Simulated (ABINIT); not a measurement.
Write the native input for ABINIT 10.8.3 (patched build) that does the following.

| Item | Value |
| --- | --- |
| Task | band structure |
| Functional | PBE |
| Potentials or basis | SG15 NC PBE v1.2 |
| Cutoff | 1143 eV |
| k mesh | 11 × 11 × 11 |
| Occupations | fermi-dirac, width 0.05 eV |
| Spin | no spin polarisation |

Crystal: Ti.

```
Ti
1.0
    -1.64100    1.64100    1.64100
     1.64100   -1.64100    1.64100
     1.64100    1.64100   -1.64100
Ti
1
Cartesian
  0.0000 0.0000 0.0000
```

This isn't the form of Ti at room conditions, which is hcp.

These files were run (other wordings do the same):

run.abi

```
ndtset 2

pp_dirpath "./"
pseudos "Ti_ONCV_PBE-1.2.upf"

acell 2.8422953752 2.8422953752 2.8422953752 Angstrom
rprim
    -0.5773502692     0.5773502692     0.5773502692
     0.5773502692    -0.5773502692     0.5773502692
     0.5773502692     0.5773502692    -0.5773502692
ntypat 1
znucl 22
natom 1
typat 1
xred
     0.0000000000     0.0000000000     0.0000000000

ecut 42.0

ixc 11

occopt 3
tsmear 0.05 eV

nstep 100

iomode 3
prtwf 0
prteig 0
prtebands 0
enunit 1
prtden1 1
prtvha1 1
prtvclmb1 1
prtpot1 1
prtelf1 1

kptopt1 1
ngkpt1 11 11 11
nshiftk1 1
shiftk1 0.0 0.0 0.0
nband1 10
tolvrs1 1.0e-10

iscf2 -2
getden2 1
nband2 16
nbdbuf2 4
tolwfr2 1.0e-11
kptopt2 -5
ndivsm2 8
prteig2 1
prtvol2 -3
kptbounds2
     0.0000000000     0.0000000000     0.0000000000
     0.5000000000    -0.5000000000     0.5000000000
     0.0000000000     0.0000000000     0.5000000000
     0.0000000000     0.0000000000     0.0000000000
     0.2500000000     0.2500000000     0.2500000000
     0.5000000000    -0.5000000000     0.5000000000
```

Potentials or basis: SG15 NC PBE v1.2.

Launch:

```sh
$ abinit run.abi > log 2>&1
```

It gave:

* Pressure: -2.4 GPa
* Band gap on the k mesh: none (metal or under the smearing width)
* Valence electrons inside the program's atomic spheres: Ti 9.52 (radii [1.0584] Å)

Run time: 47 s on 1 thread of Arm Neoverse N1 (shared host), peak memory 0.11 GiB.
